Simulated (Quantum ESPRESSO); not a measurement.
# AlAu (Pm-3m) in Quantum ESPRESSO: single point with PBEsol

Aim: the single point of AlAu with PBEsol.

Everything below comes from runs of Quantum ESPRESSO 7.5. Logs are shortened: lines on timing, memory, paths and dates and some standing lists are left out, and cuts for length are marked.

### 1 The crystal as given

Symmetry: Pm-3m, No. 221, cubic system. The conventional cell has a = 3.224 Å, b = 3.224 Å, c = 3.224 Å, α = 90.00°, β = 90.00°, γ = 90.00°. Au (site symmetry m-3m) has 8 Al at 2.79 Å as nearest neighbours. Al (site symmetry m-3m) is surrounded by 8 Au at 2.79 Å.

The cell comes from a database or a generator and needn't be the stable form of this composition.

### 2 Single point, PBEsol

Contents of run.py:

```python
import numpy as np
from ase.calculators.espresso import Espresso, EspressoProfile
from ase.io import read

atoms = read('POSCAR')

input_data = {
    'control': {'calculation': 'scf', 'prefix': 'pwscf', 'outdir': './tmp', 'tprnfor': True, 'tstress': True, 'disk_io': 'nowf'},
    'system': {'ecutwfc': 45.0, 'ecutrho': 360.0, 'nbnd': 13, 'occupations': 'smearing', 'smearing': 'fd', 'degauss': 0.00367493},
    'electrons': {'conv_thr': 4e-10, 'electron_maxstep': 120, 'mixing_beta': 0.5},
}
pseudopotentials = {'Au': 'au_pbesol_v1.uspp.F.UPF', 'Al': 'al_pbesol_v1.uspp.F.UPF'}
profile = EspressoProfile(command='mpirun -n 2 pw.x -nk 2', pseudo_dir='pseudo')
dft = Espresso(profile=profile, input_data=input_data, pseudopotentials=pseudopotentials, kpts=(8, 8, 8), koffset=(0, 0, 0))
atoms.calc = dft

print(f'energy {atoms.get_potential_energy():.8f} eV')
print('forces (eV/A)')
print(np.round(atoms.get_forces(), 6))
print('stress (eV/A^3, Voigt)')
print(np.round(atoms.get_stress(), 8))
print(f'Fermi level {dft.get_fermi_level():.4f} eV')
```

Contents of POSCAR:

```
AlAu
1.0
    3.2239420000      0.0000000000      0.0000000000
    0.0000000000      3.2239420000      0.0000000000
    0.0000000000      0.0000000000      3.2239420000
Au Al
1 1
Direct
    0.5000000000      0.5000000000      0.5000000000
    0.0000000000      0.0000000000      0.0000000000
```

Potentials or basis: GBRV 1.5 PBEsol.

Launch:

```console
$ OMP_NUM_THREADS=1 python run.py
```

Log:

```text
energy -1652.44996935 eV
forces (eV/A)
[[0. 0. 0.]
 [0. 0. 0.]]
stress (eV/A^3, Voigt)
[ 0.03330892  0.03330892  0.03330892 -0.         -0.         -0.        ]
Fermi level 12.5185 eV
```

espresso.pwi:

```text
&CONTROL
   calculation      = 'scf'
   tstress          = .true.
   tprnfor          = .true.
   outdir           = './tmp'
   prefix           = 'pwscf'
   disk_io          = 'nowf'
   pseudo_dir       = 'pseudo'
/
&SYSTEM
   nbnd             = 13
   ecutwfc          = 45.0
   ecutrho          = 360.0
   occupations      = 'smearing'
   degauss          = 0.00367493
   smearing         = 'fd'
   ntyp             = 2
   nat              = 2
   ibrav            = 0
/
&ELECTRONS
   electron_maxstep = 120
   conv_thr         = 4e-10
   mixing_beta      = 0.5
/
&IONS
/
&CELL
/
&FCP
/
&RISM
/
ATOMIC_SPECIES
Au 196.966569 au_pbesol_v1.uspp.F.UPF
Al 26.9815385 al_pbesol_v1.uspp.F.UPF

K_POINTS automatic
8 8 8  0 0 0

CELL_PARAMETERS angstrom
3.22394200000000 0.00000000000000 0.00000000000000
0.00000000000000 3.22394200000000 0.00000000000000
0.00000000000000 0.00000000000000 3.22394200000000

ATOMIC_POSITIONS angstrom
Au 1.6119710000 1.6119710000 1.6119710000  
Al 0.0000000000 0.0000000000 0.0000000000
```

espresso.pwo:

```text
This program is part of the open-source Quantum ESPRESSO suite
     for quantum simulation of materials; please cite
         "P. Giannozzi et al., J. Phys.:Condens. Matter 21 395502 (2009);
         "P. Giannozzi et al., J. Phys.:Condens. Matter 29 465901 (2017);
         "P. Giannozzi et al., J. Chem. Phys. 152 154105 (2020);
     in publications or presentations arising from this work. More details at

Warning: card &CELL ignored
Warning: card &FCP ignored
Warning: card &RISM ignored

     Message from routine setup:
[... 7 lines left out ...]
     --------------------
     sticks:   dense  smooth     PW     G-vecs:    dense   smooth      PW
     Sum        1069     529    177                26001     9171    1743

     Using Slab Decomposition

     bravais-lattice index     =            0
     lattice parameter (alat)  =       6.0924  a.u.
     unit-cell volume          =     226.1300 (a.u.)^3
     number of atoms/cell      =            2
     number of atomic types    =            2
     number of electrons       =        14.00
     number of Kohn-Sham states=           13
     kinetic-energy cutoff     =      45.0000  Ry
     charge density cutoff     =     360.0000  Ry
     scf convergence threshold =      4.0E-10
     mixing beta               =       0.5000
     number of iterations used =            8  plain     mixing
     Exchange-correlation= SLA  PW   PSX  PSC
                           (   1   4  10   8   0   0   0)

     celldm(1)=   6.092367  celldm(2)=   0.000000  celldm(3)=   0.000000
     celldm(4)=   0.000000  celldm(5)=   0.000000  celldm(6)=   0.000000

     crystal axes: (cart. coord. in units of alat)
               a(1) = (   1.000000   0.000000   0.000000 )
               a(2) = (   0.000000   1.000000   0.000000 )
               a(3) = (   0.000000   0.000000   1.000000 )

     reciprocal axes: (cart. coord. in units 2 pi/alat)
               b(1) = (  1.000000  0.000000  0.000000 )
               b(2) = (  0.000000  1.000000  0.000000 )
               b(3) = (  0.000000  0.000000  1.000000 )

     PseudoPot. # 1 for Au read from file:
     au_pbesol_v1.uspp.F.UPF
     Pseudo is Ultrasoft + core correction, Zval = 11.0
     Generated by new atomic code, or converted to UPF format
     Using radial grid of  985 points,  7 beta functions with:
                l(1) =   0
                l(2) =   0
                l(3) =   1
                l(4) =   1
                l(5) =   2
                l(6) =   2
                l(7) =   3
     Q(r) pseudized with  6 coefficients,  rinner =    1.900   1.900   1.900
                                                       1.900   1.900   1.900
                                                       1.900

     PseudoPot. # 2 for Al read from file:
     al_pbesol_v1.uspp.F.UPF
     Pseudo is Ultrasoft + core correction, Zval =  3.0
     Generated by new atomic code, or converted to UPF format
     Using radial grid of  893 points,  3 beta functions with:
                l(1) =   0
                l(2) =   1
                l(3) =   2
     Q(r) pseudized with  8 coefficients,  rinner =    0.900   0.900   0.900
                                                       0.900   0.900

     atomic species   valence    mass     pseudopotential
     Au               11.00   196.96657     Au( 1.00)
     Al                3.00    26.98154     Al( 1.00)

     48 Sym. Ops., with inversion, found

   Cartesian axes

     site n.     atom                  positions (alat units)
         1        Au     tau(   1) = (   0.5000000   0.5000000   0.5000000  )
         2        Al     tau(   2) = (   0.0000000   0.0000000   0.0000000  )

     number of k points=    35  Fermi-Dirac smearing, width (Ry)=  0.0037
                       cart. coord. in units 2pi/alat
        k(    1) = (   0.0000000   0.0000000   0.0000000), wk =   0.0039062
        k(    2) = (   0.0000000   0.0000000   0.1250000), wk =   0.0234375
        k(    3) = (   0.0000000   0.0000000   0.2500000), wk =   0.0234375
        k(    4) = (   0.0000000   0.0000000   0.3750000), wk =   0.0234375
        k(    5) = (   0.0000000   0.0000000  -0.5000000), wk =   0.0117188
        k(    6) = (   0.0000000   0.1250000   0.1250000), wk =   0.0468750
[... 27 lines left out ...]
        k(   34) = (   0.3750000  -0.5000000  -0.5000000), wk =   0.0234375
        k(   35) = (  -0.5000000  -0.5000000  -0.5000000), wk =   0.0039062

     Dense  grid:    26001 G-vectors     FFT dimensions: (  40,  40,  40)

     Smooth grid:     9171 G-vectors     FFT dimensions: (  27,  27,  27)

     Initial potential from superposition of free atoms

     starting charge      13.9975, renormalised to      14.0000
     Starting wfcs are   13 randomized atomic wfcs

     Self-consistent Calculation

     iteration #  1     ecut=    45.00 Ry     beta= 0.50
     Davidson diagonalization with overlap
     ethr =  1.00E-02,  avg # of iterations =  4.0

     total energy              =    -121.35906590 Ry
     estimated scf accuracy    <       0.24266875 Ry

     iteration #  2     ecut=    45.00 Ry     beta= 0.50
     Davidson diagonalization with overlap
     ethr =  1.73E-03,  avg # of iterations =  2.0
[... 50 lines left out ...]
     total energy              =    -121.45284323 Ry
     estimated scf accuracy    <          8.6E-10 Ry

     iteration # 10     ecut=    45.00 Ry     beta= 0.50
     Davidson diagonalization with overlap
     ethr =  6.15E-12,  avg # of iterations =  4.9

     End of self-consistent calculation

          k = 0.0000 0.0000 0.0000 (  1189 PWs)   bands (ev):

     1.1776   5.9206   5.9206   7.8035   7.8035   7.8035  15.3243  15.3243
    15.3243  19.0735  19.9166  19.9166  29.2087

          k = 0.0000 0.0000 0.1250 (  1177 PWs)   bands (ev):

     1.4312   5.9682   6.0126   7.6528   7.6528   7.8194  13.6793  15.7141
    15.7141  19.5173  19.6664  21.5910  27.0081
[... 53 lines left out ...]
     4.4750   5.7136   7.1895   7.2369   7.5438   7.5490  10.4011  12.1911
    15.0828  19.6343  21.5224  23.1946  23.9435

          k = 0.0000 0.3750-0.5000 (  1142 PWs)   bands (ev):

     4.5782   5.8269   7.1098   7.2453   7.6279   8.6170   9.2226  12.5521
    13.8905  19.7412  21.9420  23.6254  23.6361

          k = 0.0000-0.5000-0.5000 (  1132 PWs)   bands (ev):

     4.4867   6.0480   7.1437   7.1437   8.6244   9.0299   9.0299  11.2465
    13.1903  19.6257  23.2746  23.2746  23.9452

          k = 0.1250 0.1250 0.1250 (  1168 PWs)   bands (ev):

     1.9291   6.1424   6.1424   7.4532   7.5355   7.5355  14.1003  14.4895
    14.4895  21.3173  21.3173  22.0217  24.7635

          k = 0.1250 0.1250 0.2500 (  1156 PWs)   bands (ev):
[... 31 lines left out ...]
     4.5921   5.9257   6.7602   6.8494   7.8010   7.9501  10.8520  12.3321
    15.1927  17.9099  21.0277  22.0812  23.7067

          k = 0.1250 0.3750-0.5000 (  1144 PWs)   bands (ev):

     4.6822   6.0753   6.6345   6.8572   7.9128   9.2554   9.4069  12.8414
    13.8547  18.3828  20.7329  21.8989  24.7355

          k = 0.1250-0.5000-0.5000 (  1156 PWs)   bands (ev):

     4.5992   6.3567   6.6812   6.6812   8.6310   9.7081   9.7081  11.3222
    13.0906  18.5852  21.6054  21.6054  23.7020

          k = 0.2500 0.2500 0.2500 (  1166 PWs)   bands (ev):

     3.8660   6.4511   6.4511   7.1114   7.1481   7.1481  13.4029  13.6093
    13.6093  19.1894  20.7089  20.7089  25.5118

          k = 0.2500 0.2500 0.3750 (  1160 PWs)   bands (ev):
[... 11 lines left out ...]
     4.8721   5.9713   6.1602   7.1617   7.9684   8.4705  11.9597  12.6479
    15.0947  16.1757  18.6738  19.6876  23.1968

          k = 0.2500 0.3750-0.5000 (  1152 PWs)   bands (ev):

     4.9487   5.9855   6.0440   7.1810   8.1291   9.8679  10.3747  13.6618
    13.6797  16.8111  17.8161  20.0255  22.0139

          k = 0.2500-0.5000-0.5000 (  1140 PWs)   bands (ev):

     4.8949   6.0124   6.0124   7.1957   8.6471  11.0201  11.0201  11.5967
    12.7669  17.1601  19.2937  19.2937  20.0925

          k = 0.3750 0.3750 0.3750 (  1136 PWs)   bands (ev):

     5.1339   5.7405   5.7405   8.0492   8.0492   9.3154  12.8364  13.3909
    13.3909  15.9853  17.5295  17.5295  20.7948

          k = 0.3750 0.3750-0.5000 (  1138 PWs)   bands (ev):

     5.2085   5.5923   5.6893   8.0749   8.3281  10.6977  11.4870  13.1358
    14.5144  15.5275  16.1699  18.2122  19.2812

          k = 0.3750-0.5000-0.5000 (  1128 PWs)   bands (ev):

     5.2355   5.5539   5.5539   8.2029   8.6632  12.2952  12.2983  12.4915
    12.4915  16.3191  16.7943  17.2222  17.2222

          k =-0.5000-0.5000-0.5000 (  1088 PWs)   bands (ev):

     5.3944   5.3944   5.3944   8.6699   8.6699  12.0564  13.4433  13.4433
    13.4433  14.6402  16.0707  16.0707  16.0707

     the Fermi energy is    12.5185 ev

!    total energy              =    -121.45284323 Ry
     estimated scf accuracy    <          2.0E-10 Ry
     smearing contrib. (-TS)   =      -0.00055061 Ry
     internal energy E=F+TS    =    -121.45229263 Ry

     The total energy is F=E-TS. E is the sum of the following terms:
     one-electron contribution =      -0.07350910 Ry
     hartree contribution      =      14.02998995 Ry
     xc contribution           =     -66.17846986 Ry
     ewald contribution        =     -69.23030362 Ry

     convergence has been achieved in  10 iterations

     Forces acting on atoms (cartesian axes, Ry/au):

     atom    1 type  1   force =     0.00000000    0.00000000    0.00000000
     atom    2 type  2   force =     0.00000000    0.00000000    0.00000000

     Total force =     0.000000     Total SCF correction =     0.000000

     Computing stress (Cartesian axis) and pressure

          total   stress  (Ry/bohr**3)                   (kbar)     P=      -53.37
  -0.00036278   0.00000000   0.00000000          -53.37        0.00        0.00
   0.00000000  -0.00036278   0.00000000            0.00      -53.37        0.00
   0.00000000   0.00000000  -0.00036278            0.00        0.00      -53.37

=------------------------------------------------------------------------------=
   JOB DONE.
=------------------------------------------------------------------------------=
```

It took 5.1 s on 2 MPI ranks of AMD EPYC 9R45 (Zen 5), shared host; peak memory 0.3 GiB.

What came out:

```
Free energy            : -1652.4501 eV
Pressure               : -5.3 GPa
Band gap on the k mesh : none (metal or under the smearing width)
```

The run has no spin-orbit coupling, so splittings on Au are missing.

### 3 For comparison

An earlier run on the cell as given: functional PBEsol; potentials or basis GBRV 1.5 PBEsol; cutoff 612 eV; density cutoff 4898 eV; k mesh 8 × 8 × 8; occupations fermi-dirac, width 0.05 eV; no spin polarisation.

- Pressure: -5.3 GPa
- Band gap on the k mesh: none (metal or under the smearing width)
